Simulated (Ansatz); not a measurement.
# Stress against strain in Ga

```xyz
2
Lattice="1.3830 -4.0265 0.0000 1.3830 4.0265 0.0000 -0.1174 0.0000 3.3299" Properties=species:S:1:pos:R:3 pbc="T T T"
Ga    1.3536   -2.9716    0.8325
Ga    1.2949    2.9716    2.4974
```

Atom numbers follow the list: Ga1, Ga2.

Structure: COD 9011089, as refined from experiment and not relaxed.

Method: DFT, PBEsol, all-electron LAPW, scalar-relativistic (Ansatz 0.2.0).

Sampling and basis: a Γ-centred 14×14×11 k mesh, Fermi–Dirac smearing of 0.03 eV, basis error target 0.5 meV/atom, no spin polarisation.

The strain is applied along the Cartesian axes of the cell as listed (the other components stay zero). Fractional coordinates are held (clamped ions).

σ is the change of stress from the unstrained cell, which is at -1.85 GPa; tension is positive, so slopes are stress–strain coefficients at that pressure. In a metal the k mesh adds noise.

Only quantities that a quadratic follows smoothly over the whole series are listed; rougher ones are left out.

```csv
εxx = εyy,σzz (GPa),σxx (GPa)
-0.0300,-2.73,-4.24
-0.0200,-1.52,-2.71
0.0000,0.00,0.00
0.0100,0.89,0.87
0.0200,1.60,1.71
0.0300,2.18,2.55
```

Q: Fit the series and read off the stiffness at zero strain.

A: Least-squares fits y = p0 + p1 x + p2 x² to the rows give σzz (GPa): p1 = 80.7, p2 = -380; σxx (GPa): p1 = 112, p2 = -850. So C13 + C23 = 81 GPa and C11 + C12 = 112 GPa, for these axes.

Q: One run, at εxx = εyy = -0.0100, is withheld. Predict its row.

A: The fits give -0.74, -1.32; the run gave -0.73, -1.23.
